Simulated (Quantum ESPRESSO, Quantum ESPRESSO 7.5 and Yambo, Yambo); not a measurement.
# Quasiparticle gap of AlN (F-43m) in Yambo

How does a plane-wave GW calculation on AlN (F-43m) run from the first input to the gap?

Method: PBE and many-body steps on it, plane waves, in Quantum ESPRESSO 7.5 and Yambo 5.3.0.

### Step 1. The structure

It takes space group F-43m (No. 216, cubic). The conventional cell has a = 4.368 Å, b = 4.368 Å, c = 4.368 Å, α = 90.00°, β = 90.00°, γ = 90.00°. Nearest to Al lie 4 N at 1.89 Å. Nearest to N lie 4 Al at 1.89 Å. Farther neighbours and most contacts between anions are not listed.

The cell and positions are those that the Materials Project relaxed with its own functionals (PBE, PBE+U or r2SCAN), kept fixed. This is not the form that AlN usually takes at ambient conditions.

### Step 2. Ground state

This step: Quantum ESPRESSO 7.5; DFT, PBE, plane waves, norm-conserving pseudopotentials.

The ground-state density comes first.

File pw.in:

```
&control
  calculation = 'scf'
  prefix = 'x'
  outdir = 'o'
  pseudo_dir = 'pseudo'
/
&system
  ibrav = 0
  nat = 2
  ntyp = 2
  ecutwfc = 72.0
  nbnd = 9
  force_symmorphic = .true.
/
&electrons
  conv_thr = 1e-10
  electron_maxstep = 80
  mixing_beta = 0.5
/
ATOMIC_SPECIES
  Al 26.982 Al.upf
  N 14.007 N.upf
CELL_PARAMETERS angstrom
  -0.0000000000 2.1839935596 2.1839935596
  2.1839935596 -0.0000000000 2.1839935596
  2.1839935596 2.1839935596 -0.0000000000
ATOMIC_POSITIONS crystal
  Al 0.0000000000 0.0000000000 0.0000000000
  N 0.7500000000 0.7500000000 0.7500000000
K_POINTS automatic
  8 8 8 0 0 0
```

On the command line:

```console
$ OMP_NUM_THREADS=1 mpirun -n 8 pw.x -nk 8 -in pw.in > pw.out
```

Log:

```text
Program PWSCF v.7.5 starts

     This program is part of the open-source Quantum ESPRESSO suite
     for quantum simulation of materials; please cite
         "P. Giannozzi et al., J. Phys.:Condens. Matter 21 395502 (2009);
         "P. Giannozzi et al., J. Phys.:Condens. Matter 29 465901 (2017);
         "P. Giannozzi et al., J. Chem. Phys. 152 154105 (2020);
     in publications or presentations arising from this work. More details at
     Message from routine setup:
     using ibrav=0 with symmetry is DISCOURAGED, use correct ibrav instead

     G-vector sticks info

     bravais-lattice index     =            0
     lattice parameter (alat)  =       5.8367  a.u.
     unit-cell volume          =     140.5985 (a.u.)^3
     number of atoms/cell      =            2
     number of atomic types    =            2
     number of electrons       =         8.00
     number of Kohn-Sham states=            9
     kinetic-energy cutoff     =      72.0000  Ry
     charge density cutoff     =     288.0000  Ry
     scf convergence threshold =      1.0E-10
     mixing beta               =       0.5000
     number of iterations used =            8  plain     mixing
     Exchange-correlation= PBE
                           (   1   4   3   4   0   0   0)

     celldm(1)=   5.836671  celldm(2)=   0.000000  celldm(3)=   0.000000
     celldm(4)=   0.000000  celldm(5)=   0.000000  celldm(6)=   0.000000

     crystal axes: (cart. coord. in units of alat)
               a(1) = (  -0.000000   0.707107   0.707107 )
               a(2) = (   0.707107  -0.000000   0.707107 )
               a(3) = (   0.707107   0.707107  -0.000000 )

     reciprocal axes: (cart. coord. in units 2 pi/alat)
               b(1) = ( -0.707107  0.707107  0.707107 )
               b(2) = (  0.707107 -0.707107  0.707107 )
               b(3) = (  0.707107  0.707107 -0.707107 )
     Pseudo is Norm-conserving + core correction, Zval =  3.0
     Generated using ONCVPSP code by D. R. Hamann
     Using radial grid of 1876 points,  6 beta functions with:
     Pseudo is Norm-conserving + core correction, Zval =  5.0
     Generated using ONCVPSP code by D. R. Hamann
     Using radial grid of 1058 points,  4 beta functions with:
     Al                3.00    26.98200     Al( 1.00)
     N                 5.00    14.00700     N ( 1.00)

     24 Sym. Ops. (no inversion) found

   Cartesian axes

     site n.     atom                  positions (alat units)
         1        Al     tau(   1) = (   0.0000000   0.0000000   0.0000000  )
         2        N      tau(   2) = (   1.0606602   1.0606602   1.0606602  )

     number of k points=    29
                       cart. coord. in units 2pi/alat
        k(    1) = (   0.0000000   0.0000000   0.0000000), wk =   0.0039062
        k(    2) = (   0.0883883   0.0883883  -0.0883883), wk =   0.0312500
        k(    3) = (   0.1767767   0.1767767  -0.1767767), wk =   0.0312500
        k(    4) = (   0.2651650   0.2651650  -0.2651650), wk =   0.0312500
        k(    5) = (  -0.3535534  -0.3535534   0.3535534), wk =   0.0156250
        k(    6) = (   0.1767767   0.0000000   0.0000000), wk =   0.0234375
        k(    7) = (   0.2651650   0.0883883  -0.0883883), wk =   0.0937500
        k(    8) = (   0.3535534   0.1767767  -0.1767767), wk =   0.0937500
        k(    9) = (  -0.2651650  -0.4419417   0.4419417), wk =   0.0937500
        k(   10) = (  -0.1767767  -0.3535534   0.3535534), wk =   0.0937500
     [... 17 further rows ...]
        k(   28) = (  -0.7071068   0.1767767  -0.0000000), wk =   0.0468750
        k(   29) = (  -0.7071068   0.3535534   0.0000000), wk =   0.0234375

     Dense  grid:    11575 G-vectors     FFT dimensions: (  32,  32,  32)

     Initial potential from superposition of free atoms

     starting charge       7.9975, renormalised to       8.0000
     Starting wfcs are    8 randomized atomic wfcs +    1 random wfcs

     per-process dynamical memory:    11.6 Mb

     Self-consistent Calculation

     iteration #  1     ecut=    72.00 Ry     beta= 0.50

     total energy              =     -25.41046356 Ry
     estimated scf accuracy    <       0.59622317 Ry

     iteration #  2     ecut=    72.00 Ry     beta= 0.50

     total energy              =     -25.57268590 Ry
     estimated scf accuracy    <       0.07135400 Ry

     iteration #  3     ecut=    72.00 Ry     beta= 0.50

     total energy              =     -25.58431093 Ry
     estimated scf accuracy    <       0.00446948 Ry

     iteration #  4     ecut=    72.00 Ry     beta= 0.50

     total energy              =     -25.58486038 Ry
     estimated scf accuracy    <       0.00103034 Ry

     iteration #  5     ecut=    72.00 Ry     beta= 0.50

     total energy              =     -25.58488936 Ry
     estimated scf accuracy    <       0.00009426 Ry

     iteration #  6     ecut=    72.00 Ry     beta= 0.50

     total energy              =     -25.58492155 Ry
     estimated scf accuracy    <       0.00003751 Ry

     iteration #  7     ecut=    72.00 Ry     beta= 0.50

     total energy              =     -25.58492377 Ry
     estimated scf accuracy    <       0.00000321 Ry

     iteration #  8     ecut=    72.00 Ry     beta= 0.50

     total energy              =     -25.58492416 Ry
     estimated scf accuracy    <       0.00000019 Ry

     iteration #  9     ecut=    72.00 Ry     beta= 0.50

     total energy              =     -25.58492420 Ry
     estimated scf accuracy    <       0.00000002 Ry

     iteration # 10     ecut=    72.00 Ry     beta= 0.50

     total energy              =     -25.58492420 Ry
     estimated scf accuracy    <          6.0E-09 Ry

     iteration # 11     ecut=    72.00 Ry     beta= 0.50

     total energy              =     -25.58492420 Ry
     estimated scf accuracy    <          2.2E-09 Ry

     iteration # 12     ecut=    72.00 Ry     beta= 0.50

     End of self-consistent calculation

          k = 0.0000 0.0000 0.0000 (  1459 PWs)   bands (ev):

    -8.0105   6.9566   6.9566   6.9566  11.1487  19.5460  19.5460  19.5460
    24.7019

          k = 0.0884 0.0884-0.0884 (  1438 PWs)   bands (ev):

    -7.7834   5.7786   6.8782   6.8782  12.0884  18.9662  19.7142  19.7142
    23.1487

          k = 0.1768 0.1768-0.1768 (  1447 PWs)   bands (ev):

    -7.1599   3.6989   6.7011   6.7011  13.4084  17.9339  19.3059  19.3059
    23.2695

          k = 0.2652 0.2652-0.2652 (  1441 PWs)   bands (ev):

     [... further k-points ...]

     highest occupied, lowest unoccupied level (ev):     6.9566   10.2814

!    total energy              =     -25.58492420 Ry
     estimated scf accuracy    <          5.2E-11 Ry

     The total energy is the sum of the following terms:
     one-electron contribution =      -0.92916136 Ry
     hartree contribution      =       5.64189831 Ry
     xc contribution           =      -8.49770195 Ry
     ewald contribution        =     -21.79995921 Ry

     convergence has been achieved in  12 iterations

     XML data file, charge density, pseudopotentials, collected wavefunctions

=------------------------------------------------------------------------------=
   JOB DONE.
=------------------------------------------------------------------------------=
```

Elapsed: 1.7 s, on 8 MPI ranks of Arm Neoverse V1, shared host; peak memory 0.05 GiB; 13 s of CPU time.

This step gave:

| Item | Value |
| --- | --- |
| total energy | -348.1006 eV |
| gap | 3.325 eV |
| k of the valence top | 0, 0, 0 |
| k of the conduction bottom | 0, -0.5, -0.5 |
| least direct gap | 4.192 eV |

The gap is indirect, with the least direct gap 0.87 eV higher.

### Step 3. Bands along the symmetry lines

The cheap functional maps the bands first; the places of the edges decide which points the dearer methods must see.

File pw.in:

```
&control
  calculation = 'bands'
  prefix = 'x'
  outdir = 'o'
  pseudo_dir = 'pseudo'
/
&system
  ibrav = 0
  nat = 2
  ntyp = 2
  ecutwfc = 72.0
  nbnd = 10
  force_symmorphic = .true.
/
&electrons
  conv_thr = 1e-9
  electron_maxstep = 80
  diago_full_acc = .true.
  diago_thr_init = 5e-6
/
ATOMIC_SPECIES
  Al 26.982 Al.upf
  N 14.007 N.upf
CELL_PARAMETERS angstrom
  -0.0000000000 2.1839935596 2.1839935596
  2.1839935596 -0.0000000000 2.1839935596
  2.1839935596 2.1839935596 -0.0000000000
ATOMIC_POSITIONS crystal
  Al 0.0000000000 0.0000000000 0.0000000000
  N 0.7500000000 0.7500000000 0.7500000000
K_POINTS crystal
  50
  0.00000000 0.00000000 0.00000000 1
  -0.06250000 -0.06250000 0.00000000 1
  -0.12500000 -0.12500000 0.00000000 1
  -0.18750000 -0.18750000 0.00000000 1
  -0.25000000 -0.25000000 0.00000000 1
  -0.31250000 -0.31250000 0.00000000 1
  -0.37500000 -0.37500000 0.00000000 1
  -0.43750000 -0.43750000 0.00000000 1
  -0.50000000 -0.50000000 0.00000000 1
  -0.48437500 -0.48437500 0.03125000 1
  -0.46875000 -0.46875000 0.06250000 1
  -0.45312500 -0.45312500 0.09375000 1
  -0.43750000 -0.43750000 0.12500000 1
  -0.42187500 -0.42187500 0.15625000 1
  -0.40625000 -0.40625000 0.18750000 1
  -0.39062500 -0.39062500 0.21875000 1
  -0.37500000 -0.37500000 0.25000000 1
  -0.37500000 0.00000000 0.37500000 1
  -0.32812500 0.00000000 0.32812500 1
  -0.28125000 0.00000000 0.28125000 1
  -0.23437500 0.00000000 0.23437500 1
  -0.18750000 0.00000000 0.18750000 1
  -0.14062500 0.00000000 0.14062500 1
  -0.09375000 0.00000000 0.09375000 1
  -0.04687500 0.00000000 0.04687500 1
  0.00000000 0.00000000 0.00000000 1
  0.00000000 0.00000000 0.06250000 1
  0.00000000 0.00000000 0.12500000 1
  0.00000000 0.00000000 0.18750000 1
  0.00000000 0.00000000 0.25000000 1
  0.00000000 0.00000000 0.31250000 1
  0.00000000 0.00000000 0.37500000 1
  0.00000000 0.00000000 0.43750000 1
  0.00000000 0.00000000 0.50000000 1
  -0.06250000 -0.03125000 0.46875000 1
  -0.12500000 -0.06250000 0.43750000 1
  -0.18750000 -0.09375000 0.40625000 1
  -0.25000000 -0.12500000 0.37500000 1
  -0.31250000 -0.15625000 0.34375000 1
  -0.37500000 -0.18750000 0.31250000 1
  -0.43750000 -0.21875000 0.28125000 1
  -0.50000000 -0.25000000 0.25000000 1
  -0.50000000 -0.28125000 0.21875000 1
  -0.50000000 -0.31250000 0.18750000 1
  -0.50000000 -0.34375000 0.15625000 1
  -0.50000000 -0.37500000 0.12500000 1
  -0.50000000 -0.40625000 0.09375000 1
  -0.50000000 -0.43750000 0.06250000 1
  -0.50000000 -0.46875000 0.03125000 1
  -0.50000000 -0.50000000 0.00000000 1
```

Log:

```text
[banner, memory and clock lines left out]
Program PWSCF v.7.5 starts

     Atomic positions and unit cell read from directory:
     o/x.save/

     Message from routine setup:
     using ibrav=0 with symmetry is DISCOURAGED, use correct ibrav instead

     G-vector sticks info

     bravais-lattice index     =            0
     lattice parameter (alat)  =       5.8367  a.u.
     unit-cell volume          =     140.5985 (a.u.)^3
     number of atoms/cell      =            2
     number of atomic types    =            2
     number of electrons       =         8.00
     number of Kohn-Sham states=           10
     kinetic-energy cutoff     =      72.0000  Ry
     charge density cutoff     =     288.0000  Ry
     Exchange-correlation= PBE
                           (   1   4   3   4   0   0   0)

     celldm(1)=   5.836671  celldm(2)=   0.000000  celldm(3)=   0.000000
     celldm(4)=   0.000000  celldm(5)=   0.000000  celldm(6)=   0.000000

     crystal axes: (cart. coord. in units of alat)
               a(1) = (  -0.000000   0.707107   0.707107 )
               a(2) = (   0.707107  -0.000000   0.707107 )
               a(3) = (   0.707107   0.707107  -0.000000 )

     reciprocal axes: (cart. coord. in units 2 pi/alat)
               b(1) = ( -0.707107  0.707107  0.707107 )
               b(2) = (  0.707107 -0.707107  0.707107 )
               b(3) = (  0.707107  0.707107 -0.707107 )
     Pseudo is Norm-conserving + core correction, Zval =  3.0
     Generated using ONCVPSP code by D. R. Hamann
     Using radial grid of 1876 points,  6 beta functions with:
     Pseudo is Norm-conserving + core correction, Zval =  5.0
     Generated using ONCVPSP code by D. R. Hamann
     Using radial grid of 1058 points,  4 beta functions with:
     Al                3.00    26.98200     Al( 1.00)
     N                 5.00    14.00700     N ( 1.00)

     24 Sym. Ops. (no inversion) found

   Cartesian axes

     site n.     atom                  positions (alat units)
         1        Al     tau(   1) = (   0.0000000   0.0000000   0.0000000  )
         2        N      tau(   2) = (   1.0606602   1.0606602   1.0606602  )

     number of k points=    50
                       cart. coord. in units 2pi/alat
        k(    1) = (   0.0000000   0.0000000   0.0000000), wk =   0.0400000
        k(    2) = (   0.0000000   0.0000000  -0.0883883), wk =   0.0400000
        k(    3) = (   0.0000000   0.0000000  -0.1767767), wk =   0.0400000
[...]
[... 38 further rows ...]
        k(   49) = (   0.0441942  -0.0000000  -0.7071068), wk =   0.0400000
        k(   50) = (   0.0000000   0.0000000  -0.7071068), wk =   0.0400000

     Dense  grid:    11575 G-vectors     FFT dimensions: (  32,  32,  32)

     The potential is recalculated from file :
     o/x.save/charge-density

     Starting wfcs are    8 randomized atomic wfcs +    2 random wfcs

     Band Structure Calculation

     End of band structure calculation

          k = 0.0000 0.0000 0.0000 (  1459 PWs)   bands (ev):

    -8.0106   6.9565   6.9565   6.9565  11.1486  19.5460  19.5460  19.5460
    24.7019  24.7020

          k = 0.0000 0.0000-0.0884 (  1443 PWs)   bands (ev):

    -7.9338   6.6069   6.8734   6.8734  11.5309  19.2837  19.6564  19.6564
    22.9885  24.8199

          k = 0.0000 0.0000-0.1768 (  1439 PWs)   bands (ev):

    -7.7082   5.8262   6.6453   6.6453  12.3450  18.6407  19.9667  19.9667
    20.8183  25.1734

          k =-0.0000 0.0000-0.2652 (  1447 PWs)   bands (ev):

[...]
k = 0.0000 0.0000-0.3536 (  1475 PWs)   bands (ev):

[...]
k = 0.0000-0.0000-0.4419 (  1447 PWs)   bands (ev):

[...]
k =-0.0000 0.0000-0.5303 (  1451 PWs)   bands (ev):

[...]
k = 0.0000-0.0000-0.6187 (  1452 PWs)   bands (ev):

[...]
k = 0.5303-0.0000-0.5303 (  1472 PWs)   bands (ev):

[...]
k = 0.0000 0.0000 0.0000 (  1459 PWs)   bands (ev):

[...]
k = 0.1326 0.0000-0.7071 (  1448 PWs)   bands (ev):

[...]
k = 0.0884-0.0000-0.7071 (  1448 PWs)   bands (ev):

[...]
k = 0.0442-0.0000-0.7071 (  1442 PWs)   bands (ev):

    -5.3233   2.0804   5.1361   5.1367  10.3752  15.6803  20.8434  22.5096
    22.6842  30.5374

          k = 0.0000 0.0000-0.7071 (  1428 PWs)   bands (ev):

    -5.3253   2.0589   5.1811   5.1811  10.2814  15.6083  20.8765  22.6540
    22.6540  30.4717

     XML data file, pseudopotentials, collected wavefunctions
```

It took 1.3 s on 8 MPI ranks; peak memory 0.05 GiB; 9.7 s of CPU time.

This step gave:

```yaml
gap: 3.325 eV
k_of_the_valence_top: 0, 0, 0
k_of_the_conduction_bottom: -0.5, -0.5, 0
least_direct_gap: 4.192 eV
```

The gap is 3.325 eV, as in the run before at this level.

The electronic bands at the labelled points (eV, zero at the top of the highest filled band; v1 is the highest filled band, c1 the lowest empty one):

```csv
point,v4,v3,v2,v1,c1,c2,c3,c4
Γ,-14.97,0.00,0.00,0.00,4.19,12.59,12.59,12.59
halfway,-13.84,-2.88,-0.98,-0.98,5.96,10.29,11.51,14.02
X,-12.28,-4.90,-1.78,-1.78,3.32,8.65,13.92,15.70
halfway,-12.27,-4.73,-2.47,-1.67,3.96,9.19,13.67,15.23
U,-12.30,-4.25,-3.63,-1.37,5.17,10.12,13.05,14.17
jump to K,-12.30,-4.25,-3.63,-1.37,5.17,10.12,13.05,14.17
halfway,-13.74,-3.54,-1.50,-0.20,7.34,10.30,11.41,12.58
Γ,-14.97,0.00,0.00,0.00,4.19,12.59,12.59,12.59
halfway,-14.12,-3.26,-0.26,-0.26,6.45,10.98,12.35,12.35
L,-12.92,-5.86,-0.48,-0.48,7.39,9.85,11.17,11.17
halfway,-12.60,-5.14,-2.22,-1.12,7.11,9.26,12.17,12.69
W,-12.23,-3.77,-3.44,-2.70,6.05,11.45,11.98,12.16
halfway,-12.25,-4.56,-2.40,-2.29,4.57,9.69,13.40,13.89
X,-12.28,-4.90,-1.78,-1.78,3.32,8.65,13.92,15.70
```

The electronic bands as a text plot (rows in eV, shown from -8.0 to 9.3 only):

```
    9.0 |         ++++++      ++                    +++       +++
    8.2 |                     ++                    +
    7.5 |                   ++  +              +++++ +
    6.8 |                        ++         +++       ++
    6.1 |    +++           +               +            ++++
    5.4 |  ++   ++        +        ++    ++                 +
    4.6 | +              +           +  +                    +
    3.9 |+        +++  ++             ++                      ++
    3.2 |            ++                                         +
    2.5 |
    1.7 |
    1.0 |
    0.3 |*                         ******
   -0.4 | ****              **********  *************
   -1.1 |  ** ****       ***    *****    **         ****
   -1.9 |    *    *******                  *         ** *     ***
   -2.6 |     **       **     ** **                    * *****
   -3.3 |       **       *****  *           *           *****
   -4.0 |         *      ***  **             **         *****
   -4.8 |          ******   **                 *       *     ****
   -5.5 |                                       * *****
   -6.2 |                                        *
   -6.9 |
   -7.6 |
         Γ           X  U|K            Γ         L        W     X
```

(Part 1 of 3 ends here.)

[Paths, hosts, dates, memory and timing lines, banners, echoed tables and standing remarks are left out of the program output.]

[Logs are printed without paths, hosts, clocks, repeated set-up lines and the standing remarks that a program may print on its own settings, such as how far it seeks lower states.]

[Runs of the session that timed out or met a known fault of the program may be left out.]

[Hosts, paths, dates, database ids (printed as entryN), source tags and the programs' standing remarks are cut or masked in the printed files.]
